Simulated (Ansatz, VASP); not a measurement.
# SnO2 in VASP and in Ansatz

INCAR

```
SYSTEM = SnO2
ALGO = Normal
EDIFF = 1E-6
ENCUT = 520
GGA = PS
ISIF = 2
ISMEAR = 0
LASPH = .True.
LCHARG = .False.
LREAL = .False.
LWAVE = .False.
NBANDS = 35
NELM = 100
PREC = Accurate
SIGMA = 0.01
```

File KPOINTS:

```
k-points
0
Gamma
  4 4 6
  0 0 0
```

The input POSCAR:

```
SnO2
1.0
    4.7232933107      0.0000000000      0.0000000000
    0.0000000000      4.8008093156      0.0000000000
    0.0000000000      0.0000000000      3.1970967117
Sn O
2 4
Direct
    0.5000000000      0.5000000000      0.5000000000
    0.0000000000      0.0000000000      0.0000000000
    0.2918550000      0.3210420000      0.0000000000
    0.7918550000      0.1789580000      0.5000000000
    0.2081450000      0.8210420000      0.5000000000
    0.7081450000      0.6789580000      0.0000000000
```

Input for Ansatz:

```yaml
crystal:
  lattice:
    - [4.723293310697035, 0.0, 0.0]
    - [0.0, 4.800809315647731, 0.0]
    - [0.0, 0.0, 3.1970967117093885]
  atoms:
    - { symbol: Sn, position: [0.5, 0.5, 0.5] }
    - { symbol: Sn, position: [0.0, 0.0, 0.0] }
    - { symbol: O, position: [0.291855, 0.321042, 0.0] }
    - { symbol: O, position: [0.791855, 0.178958, 0.5] }
    - { symbol: O, position: [0.208145, 0.821042, 0.5] }
    - { symbol: O, position: [0.708145, 0.678958, 0.0] }
basis:
  ecutwfc: 500.0
kpoints:
  mp_grid:
    grid: [4, 4, 6]
hamiltonian:
  xc: pbesol
scf:
  occupations:
    method: fixed
output:
  stress: true
```

The cell is a database's computed one.

Alike in both runs: task single point; functional PBEsol; k mesh 4 × 4 × 6; no spin polarisation.

```csv
,VASP,Ansatz
version,VASP 6.6.1,Ansatz 0.2.0
potentials or method,"VASP PAW PBE potentials, release 64 (Sn_d, O)","plane waves, PAW"
plane-wave cutoff (eV),520,500
occupations,"gaussian, width 0.01 eV",fixed
valence electrons in the cell,52,52
```

VASP gave:

| Property | Result |
| --- | --- |
| pressure (GPa) | 1.9 |
| largest component of the traceless stress (GPa) | 0.97 |

Which values does Ansatz return?

Pressure (GPa): 1.3; largest component of the traceless stress (GPa): 0.73.

Caveats: the PAW data sets were made with another functional, which shifts forces and pressure a little (VASP); spin-orbit coupling is left out, which moves the levels of the heavy elements. PBEsol gaps usually lie below the measured ones, often by a third to a half.
